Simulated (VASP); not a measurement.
# Se (P3_121) in VASP: a series of runs

The runs below take Se through band structure, with r2SCAN, PBE.

All numbers are computed with VASP 6.6.1; they aren't measurements. Logs are shortened: lines on timing, memory, paths and dates and some standing lists are left out, and cuts for length are marked.

### Step 1. The structure

The structure is trigonal, space group P3_121 (No. 152). Conventional cell: a = 4.065 Å, b = 4.065 Å, c = 5.134 Å, α = 90.00°, β = 90.00°, γ = 120.00°. Se (site symmetry 2) has 2 Se at 2.44 Å as nearest neighbours.

### Step 2. Band structure, r2SCAN

INCAR reads:

```
PREC = Accurate ; ENCUT = 520
EDIFF = 1E-7 ; ISMEAR = 0
SIGMA = 0.03 ; LREAL = False
LASPH = True ; NELM = 80
ALGO = Normal ; ISIF = 2
LWAVE = False ; LCHARG = False
METAGGA = R2SCAN ; LMIXTAU = True
NBANDS = 16 ; KPAR = 2
```

KPOINTS reads:

```
Automatic mesh
0
Gamma
  9 9 6
```

POSCAR reads:

```
Se                                      
1.0
    4.0646724176      0.0000000000      0.0000000000
   -2.0323362088      3.5201095717      0.0000000000
    0.0000000000      0.0000000000      5.1336898583
  Se            
     3
Direct
     0.2477491666456899    0.0000000000000000    0.3333333332999970
     0.0000000000000000    0.2477491666456899    0.6666666667000030
     0.7522508333543101    0.7522508333543101    0.0000000000000000
```

KPOINTS_OPT reads:

```
explicit points
168
Reciprocal
 0.0000000000  0.0000000000  0.0000000000 1
 0.0555555556  0.0000000000  0.0000000000 1
 0.1111111111  0.0000000000  0.0000000000 1
 0.1666666667  0.0000000000  0.0000000000 1
 0.2222222222  0.0000000000  0.0000000000 1
 0.2777777778  0.0000000000  0.0000000000 1
[... 160 lines left out ...]
 0.5000000000  0.0000000000  0.0275936500 1
 0.5000000000  0.0000000000 -0.0275936500 1
```

Potentials or basis: VASP PAW PBE potentials, release 64 (Se).

Started as:

```bash
> cat potpaw_PBE.64/Se/POTCAR > POTCAR
> mpirun -np 2 vasp_std > vasp.out
```

OUTCAR:

```text
PREC = Accurate
   ENCUT = 520
   EDIFF = 1E-7
   ISMEAR = 0
   LREAL = False
   LASPH = True
   NELM = 80
   ISIF = 2
   METAGGA = R2SCAN

 ion  position               nearest neighbor table
   1  0.248  0.000  0.333-   3 2.44   2 2.44
   2  0.000  0.248  0.667-   3 2.44   1 2.44
   3  0.752  0.752  0.000-   2 2.44   1 2.44

  LATTYP: Found a hexagonal cell.
 ALAT       =     4.0646724176
 C/A-ratio  =     1.2630021145

  Lattice vectors:

 A1 = (   4.0646724176,   0.0000000000,   0.0000000000)
 A2 = (  -2.0323362088,   3.5201095717,   0.0000000000)
 A3 = (   0.0000000000,   0.0000000000,   5.1336898583)

Analysis of symmetry for initial positions (statically):
=====================================================================
 Subroutine PRICEL returns:
 Original cell was already a primitive cell.

 Routine SETGRP: Setting up the symmetry group for a
 hexagonal supercell.

 Subroutine GETGRP returns: Found  6 space group operations
 (whereof  2 operations were pure point group operations)
 out of a pool of 24 trial point group operations.

The static configuration has the point symmetry C_2 .
 The point group associated with its full space group is D_3 .

Analysis of symmetry for dynamics (positions and initial velocities):
=====================================================================
 Subroutine PRICEL returns:
 Original cell was already a primitive cell.

 Routine SETGRP: Setting up the symmetry group for a
 hexagonal supercell.

 Subroutine GETGRP returns: Found  6 space group operations
 (whereof  2 operations were pure point group operations)
 out of a pool of 24 trial point group operations.

The dynamic configuration has the point symmetry C_2 .
 The point group associated with its full space group is D_3 .

 Subroutine INISYM returns: Found  6 space group operations
 (whereof  2 operations are pure point group operations),
 and found     1 'primitive' translations

----------------------------------------------------------------------------------------

                                     Primitive cell

  volume of cell :      73.4533

  direct lattice vectors                    reciprocal lattice vectors
     4.064672418  0.000000000  0.000000000     0.246022286  0.142041033  0.000000000
    -2.032336209  3.520109572  0.000000000     0.000000000  0.284082066  0.000000000
     0.000000000  0.000000000  5.133689858     0.000000000  0.000000000  0.194791666

  length of vectors
[... 85 lines left out ...]
   LREAL  =      F    real-space projection
   EDIFFG = 0.1E-05   stopping-criterion for IOM
   NSW    =      0    number of steps for IOM
   IBRION =     -1    ionic relax: 0-MD 1-quasi-New 2-CG
   NFREE  =      0    steps in history (QN), initial steepest desc. (CG)
   ISIF   =      2    stress and relaxation
   ISYM   =      2    0-nonsym 1-usesym 2-fastsym
   POTIM  = 0.5000    time-step for ionic-motion
   TEBEG  =    0.0;   TEEND  =   0.0 temperature during run
   PSTRESS=    0.0 pullay stress
   NELECT =      18.0000    total number of electrons
   NUPDOWN=      -1.0000    fix difference up-down
   EMIN   =  10.00;   EMAX   =-10.00  energy-range for DOS
   EFERMI =   0.00;   METHOD = LEGACY
   ISMEAR =     0;   SIGMA  =   0.03  broadening in eV -4-tet -1-fermi 0-gaus
   EFERMI_NEDOS =   21; number of points for ismear=-14 and -15
   IALGO  =     38    algorithm
   IMIX   =      4    mixing-type and parameters
     AMIX     =   0.40;   BMIX     =  1.00
     AMIX_MAG =   1.60;   BMIX_MAG =  1.00
  volume/ion in A,a.u.               =      24.48       165.23
  Fermi-wavevector in a.u.,A,eV,Ry     =   1.024460  1.935950 14.279577  1.049519
  Thomas-Fermi vector in A             =   2.158249
   LORBIT       =      0    0 simple, 1 ext, 2 COOP (PROOUT), +10 PAW based schemes
   METAGGA = R2SCAN    functional components
   LHFCALC =     F    Hartree Fock is set to
   AEXX    =    0.0000 exact exchange contribution
   IVDW    =     0    specifies the selected vdW correction
   LEPSILON=     F    determine dielectric tensor
   LRPA    =     F    only Hartree local field effects (RPA)
 non-spin polarized calculation
 Gauss-broadening in eV      SIGMA  =   0.03
  energy-cutoff  :      520.00
  volume of cell :       73.45
 maximum number of plane-waves:      2000
 NGX is ok and might be reduce to    30
   NGX = 15   NGY = 15   NGZ = 19

 number of electron      17.9999998 magnetization

 Free energy of the ion-electron system (eV)
  ---------------------------------------------------
  ext. energy  EPLUGINS =         0.00000000
  ---------------------------------------------------
  free energy    TOTEN  =       -42.79949807 eV

  energy without entropy =      -42.79949807  energy(sigma->0) =      -42.79949807

 E-fermi :   3.6080     XC(G=0):  -9.8928

 val. band max:        3.4136818188   @ k =   0.3333   0.3333   0.5000
 cond. band min:       4.1535835305   @ k =   0.3333   0.3333   0.5000
 fundamental gap:      0.7399017117
 Fermi energy:         3.6079534641

 k-point     1 :       0.0000    0.0000    0.0000
  band No.  band energies     occupation
      1     -13.1697      2.00000
      2      -8.9119      2.00000
      3      -8.9119      2.00000
      4      -0.3401      2.00000
      5      -0.1273      2.00000
      6      -0.1273      2.00000
[... 433 lines left out ...]
      3      -8.1478      2.00000
      4      -2.0732      2.00000
      5      -1.5767      2.00000
      6      -0.3304      2.00000
[... 8 lines left out ...]
     15      12.8962      0.00000
     16      13.5632      0.00000

 [... further k-points ...]

------------------------ aborting loop because EDIFF is reached ----------------------------------------

  FORCE on cell =-STRESS in cart. coord.  units (eV):
  Direction    XX          YY          ZZ          XY          YZ          ZX
  --------------------------------------------------------------------------------------
  -------------------------------------------------------------------------------------
  Total        0.6539697      0.6539697      0.1428601      0.0000000      0.0000000     -0.0000000
  in kB       14.2645107     14.2645107      3.1160919      0.0000000      0.0000000     -0.0000000
  external PRESSURE =      10.5483711 kB  Pullay stress =       0.0000000 kB

 VOLUME and BASIS-vectors are now :
 -----------------------------------------------------------------------------
  energy-cutoff  :      520.00
  volume of cell :       73.45
      direct lattice vectors                 reciprocal lattice vectors
     4.064672418  0.000000000  0.000000000     0.246022286  0.142041033  0.000000000
    -2.032336209  3.520109572  0.000000000     0.000000000  0.284082066  0.000000000
     0.000000000  0.000000000  5.133689858     0.000000000  0.000000000  0.194791666

 POSITION                                       TOTAL-FORCE (eV/Angst)
 -----------------------------------------------------------------------------------
      1.00702      0.00000      1.71123        -0.378902      0.000000      0.000000
     -0.50351      0.87210      3.42246         0.189451     -0.328139     -0.000000
      1.52883      2.64801      0.00000         0.189451      0.328139     -0.000000
 -----------------------------------------------------------------------------------
    total drift:                               -0.000001     -0.000001      0.000000

  FREE ENERGIE OF THE ION-ELECTRON SYSTEM (eV)
  ---------------------------------------------------
  free  energy   TOTEN  =       -42.7994980705 eV

  energy  without entropy=      -42.7994980705  energy(sigma->0) =      -42.79949807
```

Wall time 3.8 min (2 MPI ranks of Intel Xeon Platinum 8488C (Sapphire Rapids), shared host); peak memory 0.23 GiB.

Results:

* Free energy: -42.7995 eV
* Pressure: 1.1 GPa
* Largest force: 0.379 eV/Å
* Band gap on the k mesh: 0.74 eV, direct
* Band gap along the path: 0.67 eV, indirect (least direct gap 0.72 eV)

Forces on the atoms (eV/Å):
```
Se  -0.379  0.000  0.000
Se   0.189 -0.328  0.000
Se   0.189  0.328  0.000
```

Stress tensor (GPa, compression positive):
```
1.43 0.00 0.00
0.00 1.43 0.00
0.00 0.00 0.31
```

Levels at the corners of the path, in eV from the valence-band top:
```
point  band 5  band 6  band 7  band 8  band 9  band 10  band 11  band 12  band 13  band 14
    Γ   -3.61   -3.61   -2.00   -2.00   -0.64     1.59     1.59     2.20     6.85     6.85
    M   -5.17   -3.97   -3.68   -1.57   -1.08     1.63     1.89     4.45     4.85     9.14
    M   -5.17   -3.97   -3.68   -1.57   -1.08     1.63     1.89     4.45     4.85     9.14
    K   -5.42   -3.35   -3.35   -3.14   -2.54     3.40     3.40     3.91     6.50     8.12
    K   -5.42   -3.35   -3.35   -3.14   -2.54     3.40     3.40     3.91     6.50     8.12
    Γ   -3.61   -3.61   -2.00   -2.00   -0.64     1.59     1.59     2.20     6.85     6.85
    Γ   -3.61   -3.61   -2.00   -2.00   -0.64     1.59     1.59     2.20     6.85     6.85
    A   -3.28   -3.28   -1.53   -1.45   -1.45     1.02     1.14     1.14     6.15     7.55
    A   -3.28   -3.28   -1.53   -1.45   -1.45     1.02     1.14     1.14     6.15     7.55
    L   -4.58   -4.41   -2.50   -2.04   -0.12     1.46     2.64     3.12     6.44     7.86
    L   -4.58   -4.41   -2.50   -2.04   -0.12     1.46     2.64     3.12     6.44     7.86
    H   -5.68   -5.68   -1.28   -0.07   -0.07     0.67     2.37     2.37     7.63     9.04
    H   -5.68   -5.68   -1.28   -0.07   -0.07     0.67     2.37     2.37     7.63     9.04
    A   -3.28   -3.28   -1.53   -1.45   -1.45     1.02     1.14     1.14     6.15     7.55
    L   -4.58   -4.41   -2.50   -2.04   -0.12     1.46     2.64     3.12     6.44     7.86
    M   -5.17   -3.97   -3.68   -1.57   -1.08     1.63     1.89     4.45     4.85     9.14
    K   -5.42   -3.35   -3.35   -3.14   -2.54     3.40     3.40     3.91     6.50     8.12
    H   -5.68   -5.68   -1.28   -0.07   -0.07     0.67     2.37     2.37     7.63     9.04
```

Caveat: the PAW data sets were made with another functional, which shifts forces and pressure a little. r2SCAN opens gaps a little over a GGA but as a rule still falls short of measured ones.

### Step 3. Band structure, PBE, spin-orbit coupling, no magnetisation

INCAR reads:

```
PREC = Accurate ; ENCUT = 520
EDIFF = 1E-7 ; ISMEAR = 0
SIGMA = 0.03 ; LREAL = False
LASPH = True ; NELM = 80
ALGO = Normal ; ISIF = 2
LWAVE = False ; LCHARG = False
LNONCOLLINEAR = True ; MAGMOM = 0 0 0 0 0 0 0 0 0
LORBIT = 11 ; LSORBIT = True
GGA_COMPAT = False ; GGA = PE
NBANDS = 31 ; KPAR = 2
```

KPOINTS reads:

```
Automatic mesh
0
Gamma
  6 6 4
```

POSCAR is that of step 2.

KPOINTS_OPT is that of step 2.

Potentials or basis: VASP PAW PBE potentials, release 64 (Se).

Started as:

```bash
> cat potpaw_PBE.64/Se/POTCAR > POTCAR
> mpirun -np 2 vasp_ncl > vasp.out
```

It took 4.8 min on 2 MPI ranks of Intel Xeon Platinum 8488C (Sapphire Rapids), shared host; peak memory 0.4 GiB.

Results (log left out):

```yaml
Free_energy: -10.4895 eV
Pressure: 2.6 GPa
Largest_force: 0.005 eV/Å
Valence_electrons_inside_the_program's_atomic_spheres: Se 3.72
```

Forces in eV/Å, atoms in the order of the input:
```
Se   0.005  0.000  0.000
Se  -0.002  0.004  0.000
Se  -0.002 -0.004  0.000
```
